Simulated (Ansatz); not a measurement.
A 2-atom cell of CsI started from a crystallographic database, relaxed with r2SCAN, was run in the plane-wave code Ansatz under altered settings. All numbers are computed, without spin polarisation but where a row says otherwise.

```yaml
crystal:
  lattice:
    - [4.60808, 0.00000, 0.00000]
    - [0.00000, 4.60808, 0.00000]
    - [0.00000, 0.00000, 4.60808]
  atoms:
    - { symbol: Cs, position: [0.00000, 0.00000, 0.00000] }
    - { symbol: I, position: [0.50000, 0.50000, 0.50000] }
```

The base run's other keys:
```yaml
kpoints:
  mp_grid: { grid: [4, 4, 4] }
hamiltonian:
  xc: pbe
scf:
  occupations: { method: fixed }
  n_extra_bands: 4
```

It takes 6 iterations with 1935 plane waves at 420 eV and 10 k points, and leaves a mean stress of +0.42 GPa. The gap over this mesh is 3.800 eV. It ran on 4 threads of Arm Neoverse N1, with other jobs on the host.

Outcomes, with energy and stress as changes against the base:
```
                         setting            outcome  ΔF (meV/atom)  Δ mean stress (GPa)  gap on the mesh (eV)  iterations  wall time
              basis.ecutwfc: 200  converged, warned          +4585                -0.53                 3.767           6     0.64 s
       scf.occupations: cold 0.5          converged            0.0                 0.00                 3.800           5     0.96 s
          basis.ecutrho_ratio: 8          converged            0.0                 0.00                 3.800           6      1.2 s
 kpoints.mp_grid.grid: [2, 2, 2]          converged           +100                +0.80                 3.741           6     0.67 s
       scf.occupations: cold 0.2          converged            0.0                 0.00                 3.800           5     0.85 s
scf.mixing.preconditioner: resta          converged            0.0                 0.00                 3.800           6     0.93 s
                  accuracy: high          converged            0.0                 0.00                 3.800           7      1.1 s
              basis.ecutwfc: 900          converged           -0.6                 0.00                 3.800           6      2.2 s
     scf.occupations: cold 0.001          converged            0.0                 0.00                 3.800           5     0.91 s
              scf.mixing.ndim: 1          converged            0.0                 0.00                 3.800          14      1.3 s
 scf.mixing.preconditioner: none          converged            0.0                 0.00                 3.800           6     0.95 s
           scf.n_extra_bands: 24          converged            0.0                 0.00                 3.800           6      1.3 s
              basis.ecutwfc: 750          converged           -0.6                 0.00                 3.800           6      1.9 s
                 scf.n_bands: 12            refused              –                    –                     –           –     0.04 s
```
A dash marks a value that wasn't obtained or can't be compared. Stress is positive in compression. The base took 1 s.

- basis.ecutwfc: 200. 619 plane waves in place of 1935. The free energy moves by +4585 meV an atom, the mean stress by -0.53 GPa and the gap on the mesh by -0.033 eV (to 3.767). The basis is too small: these are errors of the cutoff. Warned: cutoff below recommended.
- kpoints.mp_grid.grid: [2, 2, 2]. The free energy moves by +100 meV an atom, the mean stress by +0.80 GPa and the gap on the mesh by -0.060 eV (to 3.741). The mesh is too coarse.
- scf.n_bands: 12. The input is refused before any iteration. Error: YAML parse error: line 16 column 3: unknown field `n_bands`, expected one of max_iter, algorithm, n_extra_bands, self_checks, convergence, lower_state_search, omitted_lower_state_checks, lower_solution_reach, mixing, occupations, eigensolver, initial_density, exx

Within 1 meV an atom, 0.1 GPa and 0.005 eV of the base stay: scf.occupations: cold 0.5; basis.ecutrho_ratio: 8; scf.occupations: cold 0.2; scf.mixing.preconditioner: resta; accuracy: high; basis.ecutwfc: 900; scf.occupations: cold 0.001; scf.mixing.ndim: 1; scf.mixing.preconditioner: none; scf.n_extra_bands: 24; basis.ecutwfc: 750.

No spin-orbit coupling is included; it can move band edges with weight on the heavy atoms by tenths of an eV.
